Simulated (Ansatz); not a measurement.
## One atom moved over a plane in BN

Theory: Ansatz, DFT PBE, scalar-relativistic, plane waves, PAW. Cutoff 420 eV, Γ-centred 12×12×6 k-points, Gaussian smearing of 0.05 eV. No spin polarisation. Energies are free energies at this smearing, counted from the undisturbed cell; pressure is positive in compression.

Zero of the scan (as given, not relaxed at this level; it stands at 0.0 GPa; this wurtzite form isn't the usual structure):

```
B N
1.0
     2.55394    0.00000    0.00000
    -1.27697    2.21178    0.00000
     0.00000    0.00000    4.22685
B N
2 2
Direct
  0.66667 0.33333 0.99972
  0.33333 0.66667 0.49972
  0.66667 0.33333 0.62528
  0.33333 0.66667 0.12528
```

Atom 3 (N) is moved by p along (0.707, 0.707, 0.000) and q along (0.000, 0.000, 1.000) (Å), all else fixed. Points are written (p, q).

p was sampled at -0.200, -0.100, 0.000, 0.100, 0.200 and q at -0.200, -0.100, 0.000, 0.100, 0.200.

**Question.** Where on the computed points is the energy highest, and how high?

**Answer.** At (0.200, -0.200): 1.44 eV/cell.

**Question.** Away from (0, 0), which computed point is lowest?

**Answer.** (-0.100, 0.000): 0.11 eV/cell.

The map, in eV/cell:

| p \ q | -0.200 | -0.100 | 0.000 | 0.100 | 0.200 |
| --- | --- | --- | --- | --- | --- |
| -0.200 | 1.23 | 0.68 | 0.42 | 0.53 | 1.09 |
| -0.100 | 0.79 | 0.31 | 0.11 | 0.29 | 0.94 |
| 0.000 | 0.63 | 0.17 | 0.00 | 0.20 | 0.88 |
| 0.100 | 0.82 | 0.33 | 0.13 | 0.30 | 0.95 |
| 0.200 | 1.44 | 0.86 | 0.57 | 0.64 | 1.17 |